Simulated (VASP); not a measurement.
# CdTe (F-43m) in VASP: single point with PBE

Aim: the single point of CdTe with PBE.

Program: VASP 6.6.1. These are calculated values, not measurements. Logs are shortened: lines on timing, memory, paths and dates and some standing lists are left out, and cuts for length are marked.

**Measured values to compare with.**

A printed reference work, data compilation reports, for a bulk crystal of CdTe at 0 K: band gap 1.607 eV.

The runs below are set against these values where they give the same quantity.

### Step 1. The cell of the first run

It takes space group F-43m (No. 216, cubic). Conventional cell: a = 6.617 Å, b = 6.617 Å, c = 6.617 Å, α = 90.00°, β = 90.00°, γ = 90.00°. Within 3.8 Å of Cd (site symmetry -43m) lie 4 Te at 2.87 Å. Within 3.8 Å of Te (site symmetry -43m) lie 4 Cd at 2.87 Å.

### Step 2. Single point, PBE

File INCAR:

```
SYSTEM = CdTe
PREC = Accurate
ENCUT = 500
EDIFF = 1E-6
ISMEAR = 0
SIGMA = 0.01
LREAL = .False.
LASPH = .True.
NELM = 120
ALGO = Normal
ISIF = 2
LWAVE = .False.
LCHARG = .False.
GGA = PE
NBANDS = 86
GGA_COMPAT = .False.
```

File KPOINTS:

```
Automatic mesh
0
Gamma
  3 3 3
  0 0 0
```

File POSCAR:

```
CdTe
1.0
    0.0000000000      6.6173732368     -6.6173732368
    6.6173732368      6.6173732368      0.0000000000
    6.6173732368      0.0000000000     -6.6173732368
Cd Te
8 8
Direct
    0.5000000000      0.0000000000      0.5000000000
    0.5000000000      0.5000000000      0.5000000000
    0.0000000000      0.0000000000      0.5000000000
    0.0000000000      0.5000000000      0.5000000000
    0.5000000000      0.0000000000      0.0000000000
    0.5000000000      0.5000000000      0.0000000000
    0.0000000000      0.0000000000      0.0000000000
    0.0000000000      0.5000000000      0.0000000000
    0.3750000000      0.3750000000      0.3750000000
    0.3750000000      0.8750000000      0.3750000000
    0.8750000000      0.3750000000      0.3750000000
    0.8750000000      0.8750000000      0.3750000000
    0.3750000000      0.3750000000      0.8750000000
    0.3750000000      0.8750000000      0.8750000000
    0.8750000000      0.3750000000      0.8750000000
    0.8750000000      0.8750000000      0.8750000000
```

Potentials or basis: VASP PAW PBE potentials, release 64 (Cd, Te).

Command:

```bash
$ cat potpaw_PBE.64/Cd/POTCAR potpaw_PBE.64/Te/POTCAR > POTCAR
$ mpirun -np 1 vasp_std > vasp.out
```

OUTCAR:

```text
SYSTEM = CdTe
   PREC = Accurate
   ENCUT = 500
   EDIFF = 1E-6
   ISMEAR = 0
   LREAL = .False.
   LASPH = .True.
   NELM = 120
   ISIF = 2
   GGA = PE

 ion  position               nearest neighbor table
   1  0.500  0.000  0.500-  10 2.87   9 2.87  12 2.87  14 2.87
   2  0.500  0.500  0.500-   9 2.87  10 2.87  11 2.87  13 2.87
   3  0.000  0.000  0.500-  12 2.87  11 2.87  10 2.87  16 2.87
   4  0.000  0.500  0.500-  11 2.87   9 2.87  12 2.87  15 2.87
   5  0.500  0.000  0.000-  14 2.87  13 2.87  10 2.87  16 2.87
   6  0.500  0.500  0.000-  13 2.87   9 2.87  14 2.87  15 2.87
[... 8 lines left out ...]
  15  0.875  0.375  0.875-   8 2.87   6 2.87   7 2.87   4 2.87
  16  0.875  0.875  0.875-   7 2.87   5 2.87   3 2.87   8 2.87

  LATTYP: Found a face centered cubic cell.
 ALAT       =    13.2347464736

  Lattice vectors:

 A1 = (   0.0000000000,   6.6173732368,  -6.6173732368)
 A2 = (   6.6173732368,   6.6173732368,   0.0000000000)
 A3 = (   6.6173732368,   0.0000000000,  -6.6173732368)

Analysis of symmetry for initial positions (statically):
=====================================================================
 Subroutine PRICEL returns following result:

  LATTYP: Found a face centered cubic cell.
 ALAT       =     6.6173732368

  Lattice vectors:

 A1 = (   0.0000000000,   3.3086866184,  -3.3086866184)
 A2 = (   3.3086866184,   3.3086866184,   0.0000000000)
 A3 = (   3.3086866184,   0.0000000000,  -3.3086866184)

   8 primitive cells build up your supercell.

 Routine SETGRP: Setting up the symmetry group for a
 face centered cubic supercell.

 Subroutine GETGRP returns: Found 24 space group operations
 (whereof 24 operations were pure point group operations)
 out of a pool of 48 trial point group operations.

The static configuration has the point symmetry T_d .

Analysis of symmetry for dynamics (positions and initial velocities):
=====================================================================
 Subroutine PRICEL returns following result:

  LATTYP: Found a face centered cubic cell.
 ALAT       =     6.6173732368

  Lattice vectors:

 A1 = (   0.0000000000,   3.3086866184,  -3.3086866184)
 A2 = (   3.3086866184,   3.3086866184,   0.0000000000)
 A3 = (   3.3086866184,   0.0000000000,  -3.3086866184)

   8 primitive cells build up your supercell.

 Routine SETGRP: Setting up the symmetry group for a
 face centered cubic supercell.

 Subroutine GETGRP returns: Found 24 space group operations
 (whereof 24 operations were pure point group operations)
 out of a pool of 48 trial point group operations.

The dynamic configuration has the point symmetry T_d .

 Subroutine INISYM returns: Found 24 space group operations
 (whereof 24 operations are pure point group operations),
 and found     8 'primitive' translations

----------------------------------------------------------------------------------------

                                     Primitive cell

  volume of cell :      72.4431

  direct lattice vectors                    reciprocal lattice vectors
     0.000000000  3.308686618 -3.308686618    -0.151117364  0.151117364 -0.151117364
     3.308686618  3.308686618  0.000000000     0.151117364  0.151117364  0.151117364
     3.308686618  0.000000000 -3.308686618     0.151117364 -0.151117364 -0.151117364

  length of vectors
     4.679189489  4.679189489  4.679189489     0.261742952  0.261742952  0.261742952

  position of ions in fractional coordinates (direct lattice)
     1.000000000  0.000000000  1.000000000
     0.750000000  0.750000000  0.750000000

  ion indices of the primitive-cell ions
   primitive index   ion index
                 1           1
                 2          10

----------------------------------------------------------------------------------------

 KPOINTS: Automatic mesh

Automatic generation of k-mesh.
 Grid dimensions read from file:
 generate k-points for:    3    3    3

 Generating k-lattice:

  Cartesian coordinates                     Fractional coordinates (reciprocal lattice)
    -0.025186227  0.025186227 -0.025186227     0.333333333  0.000000000  0.000000000
     0.025186227  0.025186227  0.025186227     0.000000000  0.333333333  0.000000000
     0.025186227 -0.025186227 -0.025186227     0.000000000  0.000000000  0.333333333

  Length of vectors
     0.043623825  0.043623825  0.043623825

  Shift w.r.t. Gamma in fractional coordinates (k-lattice)
     0.000000000  0.000000000  0.000000000

 Subroutine IBZKPT returns following result:
 ===========================================

 Found      4 irreducible k-points:

 Following reciprocal coordinates:
            Coordinates               Weight
  0.000000  0.000000  0.000000      1.000000
  0.333333  0.000000  0.000000      8.000000
  0.333333  0.333333  0.000000      6.000000
 -0.333333  0.333333  0.000000     12.000000
   k-points           NKPTS =      4   k-points in BZ     NKDIM =      4   number of bands    NBANDS=     86
   number of dos      NEDOS =    301   number of ions     NIONS =     16
   total plane-waves  NPLWV = 343000
   dimension x,y,z NGX =    70 NGY =   70 NGZ =   70
   dimension x,y,z NGXF=   140 NGYF=  140 NGZF=  140
   ions per type =               8   8
   NGX,Y,Z   is equivalent  to a cutoff of  12.44, 12.44, 12.44 a.u.
   NGXF,Y,Z  is equivalent  to a cutoff of  24.87, 24.87, 24.87 a.u.
 SYSTEM =  CdTe
   PREC   = accura    normal or accurate (medium, high low for compatibility)
   ISTART =      0    job   : 0-new  1-cont  2-samecut
   ICHARG =      2    charge: 1-file 2-atom 10-const
   ISPIN  =      1    spin polarized calculation?
   LNONCOLLINEAR =      F non collinear calculations
   LSORBIT =      F    spin-orbit coupling
   LASPH  =      T    aspherical Exc in radial PAW
   ENCUT  =  500.0 eV  36.75 Ry    6.06 a.u.  17.06 17.06 17.06*2*pi/ulx,y,z
   NELM   =    120;   NELMIN=  2; NELMDL= -5     # of ELM steps
   EDIFF  = 0.1E-05   stopping-criterion for ELM
   LREAL  =      F    real-space projection
[... 7 lines left out ...]
   TEBEG  =    0.0;   TEEND  =   0.0 temperature during run
   PSTRESS=    0.0 pullay stress
   NELECT =     144.0000    total number of electrons
   NUPDOWN=      -1.0000    fix difference up-down
   EMIN   =  10.00;   EMAX   =-10.00  energy-range for DOS
   EFERMI =   0.00;   METHOD = LEGACY
   ISMEAR =     0;   SIGMA  =   0.01  broadening in eV -4-tet -1-fermi 0-gaus
   EFERMI_NEDOS =   21; number of points for ismear=-14 and -15
   IALGO  =     38    algorithm
   IMIX   =      4    mixing-type and parameters
     AMIX     =   0.40;   BMIX     =  1.00
     AMIX_MAG =   1.60;   BMIX_MAG =  1.00
  volume/ion in A,a.u.               =      36.22       244.44
  Fermi-wavevector in a.u.,A,eV,Ry     =   1.029201  1.944907 14.412024  1.059254
  Thomas-Fermi vector in A             =   2.163236
   LORBIT       =      0    0 simple, 1 ext, 2 COOP (PROOUT), +10 PAW based schemes
   GGA     = PE    functional components
   LHFCALC =     F    Hartree Fock is set to
   AEXX    =    0.0000 exact exchange contribution
   IVDW    =     0    specifies the selected vdW correction
   LEPSILON=     F    determine dielectric tensor
   LRPA    =     F    only Hartree local field effects (RPA)
 non-spin polarized calculation
 Gauss-broadening in eV      SIGMA  =   0.01
  energy-cutoff  :      500.00
  volume of cell :      579.54
 maximum number of plane-waves:     14731
 NGX is ok and might be reduce to    70
   NGX = 35   NGY = 35   NGZ = 35

 number of electron     143.9999950 magnetization

 Free energy of the ion-electron system (eV)
  ---------------------------------------------------
  ext. energy  EPLUGINS =         0.00000000
  ---------------------------------------------------
  free energy    TOTEN  =       -38.45653499 eV

  energy without entropy =      -38.45653499  energy(sigma->0) =      -38.45653499

 E-fermi :   1.8494     XC(G=0):  -8.3089

 val. band max:        1.8038049060   @ k =   0.0000   0.0000   0.0000
 cond. band min:       2.3857911932   @ k =   0.0000   0.0000   0.0000
 fundamental gap:      0.5819862872
 Fermi energy:         1.8493565429

 k-point     1 :       0.0000    0.0000    0.0000
  band No.  band energies     occupation
      1      -9.0312      2.00000
      2      -8.6912      2.00000
      3      -8.6912      2.00000
      4      -8.6912      2.00000
      5      -8.6912      2.00000
      6      -8.5877      2.00000
[... 76 lines left out ...]
     83       4.5420      0.00000
     84       6.4403      0.00000

 k-point     2 :       0.3333    0.0000    0.0000
  band No.  band energies     occupation
      1      -8.9454      2.00000
      2      -8.7747      2.00000
      3      -8.6658      2.00000
      4      -8.6658      2.00000
      5      -8.6658      2.00000
      6      -8.6140      2.00000
[... 76 lines left out ...]
     83       5.4982      0.00000
     84       6.5010      0.00000

 k-point     3 :       0.3333    0.3333    0.0000
  band No.  band energies     occupation
      1      -8.9172      2.00000
      2      -8.6938      2.00000
      3      -8.6929      2.00000
      4      -8.6929      2.00000
      5      -8.6929      2.00000
      6      -8.6929      2.00000
[... 76 lines left out ...]
     83       5.6475      0.00000
     84       5.6475      0.00000

 k-point     4 :      -0.3333    0.3333    0.0000
  band No.  band energies     occupation
      1      -8.8317      2.00000
      2      -8.7758      2.00000
      3      -8.7758      2.00000
      4      -8.6668      2.00000
      5      -8.6668      2.00000
      6      -8.6144      2.00000
[... 76 lines left out ...]
     83       5.9817      0.00000
     84       5.9817      0.00000
 [bands above 84 left out]

------------------------ aborting loop because EDIFF is reached ----------------------------------------

  FORCE on cell =-STRESS in cart. coord.  units (eV):
  Direction    XX          YY          ZZ          XY          YZ          ZX
  --------------------------------------------------------------------------------------
  -------------------------------------------------------------------------------------
  Total        0.4575983      0.4575983      0.4575983      0.0000000      0.0000000      0.0000000
  in kB        1.2650513      1.2650513      1.2650513      0.0000000      0.0000000      0.0000000
  external PRESSURE =       1.2650513 kB  Pullay stress =       0.0000000 kB

 VOLUME and BASIS-vectors are now :
 -----------------------------------------------------------------------------
  energy-cutoff  :      500.00
  volume of cell :      579.54
      direct lattice vectors                 reciprocal lattice vectors
     0.000000000  6.617373237 -6.617373237    -0.075558682  0.075558682 -0.075558682
     6.617373237  6.617373237  0.000000000     0.075558682  0.075558682  0.075558682
     6.617373237  0.000000000 -6.617373237     0.075558682 -0.075558682 -0.075558682

 POSITION                                       TOTAL-FORCE (eV/Angst)
 -----------------------------------------------------------------------------------
      3.30869      3.30869     -6.61737        -0.000000     -0.000000     -0.000000
      6.61737      6.61737     -6.61737        -0.000000     -0.000000     -0.000000
      3.30869      0.00000     -3.30869        -0.000000     -0.000000     -0.000000
      6.61737      3.30869     -3.30869        -0.000000     -0.000000     -0.000000
      0.00000      3.30869     -3.30869        -0.000000     -0.000000      0.000000
      3.30869      6.61737     -3.30869        -0.000000     -0.000000     -0.000000
[... 8 lines left out ...]
      8.27172      8.27172    -11.58040         0.000000      0.000000      0.000000
     11.58040     11.58040    -11.58040         0.000000      0.000000      0.000000
 -----------------------------------------------------------------------------------
    total drift:                               -0.000000     -0.000000      0.000000

  FREE ENERGIE OF THE ION-ELECTRON SYSTEM (eV)
  ---------------------------------------------------
  free  energy   TOTEN  =       -38.4565349914 eV

  energy  without entropy=      -38.4565349914  energy(sigma->0) =      -38.45653499
```

Wall time 3.4 min (1 thread of Oxide Virtual Turin-like, shared host); peak memory 0.67 GiB.

Results:

```
Free energy            : -38.4565 eV
Pressure               : 0.1 GPa
Band gap on the k mesh : 0.58 eV
```

Levels at points of the mesh, in eV from the valence-band top:
```tsv
k point	band 69	band 70	band 71	band 72	band 73	band 74	band 75	band 76
(0.00, 0.00, 0.00)	-0.69	0.00	0.00	0.00	0.58	1.75	1.75	1.75
```

Caveat: semilocal functionals underestimate gaps, and a narrow one can read as zero; spin-orbit coupling is left out, which moves the levels of the heavy elements.

### Step 3. Against experiment

Step 2. Measured gap of CdTe: 1.607 eV (0 K; a printed reference work, data compilation). This calculation gives 0.58 eV (-1.02 eV). So large a miss can be the level of theory's own, or it may mean another phase, state or a wrong row. Spin-orbit coupling on Cd, Te is left out. The value is that of PBE, without temperature or zero-point motion. Semilocal functionals fall short of measured gaps as a rule.
